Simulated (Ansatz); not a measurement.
Ge under pressure: fit and missing row

Ge, Fd-3m, a = 5.675 Å. Ansatz: PBEsol, PAW, 420 eV, Γ-centred 12×12×12 mesh on 2 atoms, Gaussian smearing 0.10 eV; no spin polarisation. Cell and atoms are relaxed at each pressure, and no other structure is tried; the real crystal is known to change phase within this range, so the rows at high pressure are metastable.

```
V (Å³/atom) P (GPa)
          ?    89.99
     16.297    49.99
     18.333    25.00
     20.058    12.01
     21.680     4.02
     22.544     0.95
     22.844     0.03
     23.183    -0.93
```

Problem. Take V0 = 22.844 Å³/atom, count pressures from its P0 = 0.03 GPa, fit the third-order Birch–Murnaghan form to the other rows, and predict the missing volume.

Solution. With the Eulerian strain f = ½[(V0/V)^(2/3) − 1] and y = (P − P0)/[3f(1 + 2f)^(5/2)], the form is the line y = B0 + 1.5 B0 (B0′ − 4) f. Rows (f, y): 0.12625, 75.1; 0.07898, 73.0; 0.04529, 71.0; 0.01774, 68.7; 0.00443, 67.7; -0.00489, 67.1. Means f = 0.04463, y = 70.433; Σ(Δf)² = 0.01263, ΣΔfΔy = 0.7910; the slope is their ratio. y = 67.64 + 62.61 f GPa, so B0 = 67.6 GPa and B0′ = 4 + 2 × (62.61)/(3 × 67.64) = 4.62. P = 89.99 GPa is met at f = 0.17787 (y = 78.78), so V = V0 (1 + 2f)^(−3/2) = 14.471 Å³/atom. The run gave 14.384 Å³/atom, so the fit is 0.087 Å³/atom too high, 0.99 % of the span of the series, against an rms of 0.011 Å³/atom on the fitted rows. The row lies outside the fitted range. The points of y bend away from a line: a fourth-order term fitted to them gives P = 89.60 GPa at this row's volume (the line 92.51, the run 89.99).

The mesh isn't the same in all rows (12×12×12, 14×14×14).